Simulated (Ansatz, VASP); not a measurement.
## AlNi: VASP beside Ansatz

```
Al Ni
1.0
     3.11148    0.00000    0.00000
     0.00000    3.11148    0.00000
     0.00000    0.00000    2.99624
Al Ni
1 1
Cartesian
  0.0000 0.0000 0.0000
  1.5557 1.5557 1.4981
```

Change from the starting cell: strain +0.080 along x and y, +0.040 along z, atoms carried along.

Alike in both runs: task single point; functional PBE; k mesh 16 × 16 × 16; occupations gaussian, width 0.15 eV; no spin polarisation.

|  | VASP | Ansatz |
| --- | --- | --- |
| version | VASP 6.6.1 | Ansatz 0.2.0 |
| potentials or method | VASP PAW PBE potentials, release 64 (Al, Ni) | scalar-relativistic, plane waves, PAW |
| plane-wave cutoff (eV) | 520 | 420 |
| valence electrons in the cell | 13 | 21 |

VASP gave:

```
gap on the k mesh at the Fermi level (eV)       : none
pressure (GPa)                                  : -18.8
largest component of the traceless stress (GPa) : 1.13
```

What did Ansatz give for the same quantities?

gap on the k mesh at the Fermi level (eV): none; pressure (GPa): -19.2; largest component of the traceless stress (GPa): 1.10.

A gap of «none» marks a metal or a gap that the smearing closes. The two sets of potentials don't hold the same shells in valence.

Caveats: so large a pressure means that the cell lies far from this level's equilibrium, or that cutoff or potentials fall short (VASP). Spin polarisation is off, so any magnetic state and its effect on volume and gap are missing.
